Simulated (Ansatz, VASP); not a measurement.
# Two plane-wave programs on Ca

Contents of INCAR:

```
SYSTEM = Ca
ALGO = Normal ; EDIFF = 1E-7
ENCUT = 520 ; GGA = RP
ISIF = 2 ; ISMEAR = -1
LASPH = .True. ; LCHARG = .True.
LELF = .True. ; LREAL = .False.
LVHAR = .True. ; LWAVE = .False.
NBANDS = 11 ; NELM = 80
PREC = Accurate ; SIGMA = 0.1
```

File KPOINTS:

```
k-points
0
Gamma
  11 11 11
  0 0 0
```

Contents of POSCAR:

```
Ca
1.0
   -2.2897343438      2.2897343438      2.2897343438
    2.2897343438     -2.2897343438      2.2897343438
    2.2897343438      2.2897343438     -2.2897343438
Ca
1
Direct
    0.0000000000      0.0000000000      0.0000000000
```

Input for Ansatz:

```yaml
crystal:
  lattice:
    - [-2.2897343438, 2.2897343438, 2.2897343438]
    - [2.2897343438, -2.2897343438, 2.2897343438]
    - [2.2897343438, 2.2897343438, -2.2897343438]
  atoms:
    - { symbol: Ca, position: [0.0, 0.0, 0.0] }
hamiltonian:
  xc: rpbe
  pseudopotentials:
    kind: paw
    azcp:
      Ca: "pseudopotentials/Ca.paw.azcp"
basis:
  ecutwfc: 420
  fft_grid_basis: typed
kpoints:
  mp_grid: { grid: [11, 11, 11], shift: [0, 0, 0] }
magnetization:
  spin_polarized: false
scf:
  occupations: { method: fermi_dirac, width: 0.1 }
  lower_state_search: "off"
output:
  stress: true
```

Alike in both runs: task single point; functional RPBE; k mesh 11 × 11 × 11; occupations fermi-dirac, width 0.1 eV; no spin polarisation.

|  | VASP | Ansatz |
| --- | --- | --- |
| version | VASP 6.6.1 | Ansatz 0.2.0 |
| potentials or method | VASP PAW PBE potentials, release 64 (Ca_sv) | plane waves (420 eV) with PAW, scalar-relativistic |
| plane-wave cutoff (eV) | 520 | 420 |
| valence electrons in the cell | 10 | 10 |

|  | VASP | Ansatz | Ansatz less VASP |
| --- | --- | --- | --- |
| pressure (GPa) | -1.1 | -1.1 | 0.00 |

The functional is the same, so the differences come from potentials, cutoffs and numerics.

Caveats: the PAW data sets were made with another functional, which shifts forces and pressure a little (VASP).
